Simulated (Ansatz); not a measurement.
The system is ZrSe2.

```xyz
3
Lattice="3.7980 0.0000 0.0000 -1.8990 3.2892 0.0000 0.0000 0.0000 6.1920" Properties=species:S:1:pos:R:3 pbc="T T T"
Zr    0.0000    0.0000    0.0000
Se    1.8990    1.0964    4.6440
Se    0.0000    2.1928    1.5480
```

* Program: Ansatz 0.2.0
* Task: relaxation of cell and atoms
* Functional: revPBE
* Potentials or basis: Ansatz PAW
* Cutoff: 420 eV (not typed: the program's choice for these potentials)
* k mesh: 8 × 8 × 5
* Occupations: fermi-dirac, width 0.05 eV
* Spin: no spin polarisation

At the start: volume 25.78 Å³/atom.

Problem. Where does the relaxation end?

Solution. It ends after 15 steps and the volume is 35.19 Å³/atom (+36.5 %); space group P-3m1 (No. 164, to 0.05 Å).

Step by step:
| step | energy change (eV) | largest force (eV/Å) | volume (Å³) |
| --- | --- | --- | --- |
| 1 | 0.0000 | 0.3324 | 77.35 |
| 2 | -0.0241 | 0.5945 | 83.94 |
| 3 | -0.0758 | 0.1058 | 88.09 |
| 4 | -0.0968 | 0.1058 | 88.04 |
| 5 | -0.1070 | 0.0554 | 90.26 |
| 6 | -0.1110 | 0.0324 | 93.19 |
| 7 | -0.1114 | 0.0014 | 93.67 |
| 8 | -0.1198 | 0.0002 | 93.67 |
| 9 | -0.1252 | 0.0006 | 96.56 |
| 10 | -0.1294 | 0.0366 | 100.35 |
| 11 | -0.1304 | 0.0231 | 101.81 |
| 12 | -0.1310 | 0.0385 | 105.79 |
| 13 | -0.1312 | 0.0003 | 105.75 |
| 14 | -0.1312 | 0.0001 | 105.56 |
| 15 | -0.1332 | 0.0009 | 105.56 |

Final structure:
```
Zr Se
1.0
     3.83087    0.00000    0.00000
    -1.91544    3.31763    0.00000
     0.00000    0.00000    8.30584
Zr Se
1 2
Direct
  0.00000 0.00000 0.00000
  0.66667 0.33333 0.80963
  0.33333 0.66667 0.19037
```

Caveat: the volume moved by over 15 % at a fixed basis, so the end points are rough; the plane-wave basis is chosen anew once the cell has moved, so the energies of steps on either side of that aren't comparable; this functional lacks dispersion, which binds the layers, so the pressure and a relaxed spacing across them are unreliable, and here the layers came unbound; the volume moved by +36 % from the deposited cell, more than functionals usually miss; the PAW data sets come from PBE, with cores solved anew for the run's functional, which leaves a small shift of forces and pressure.
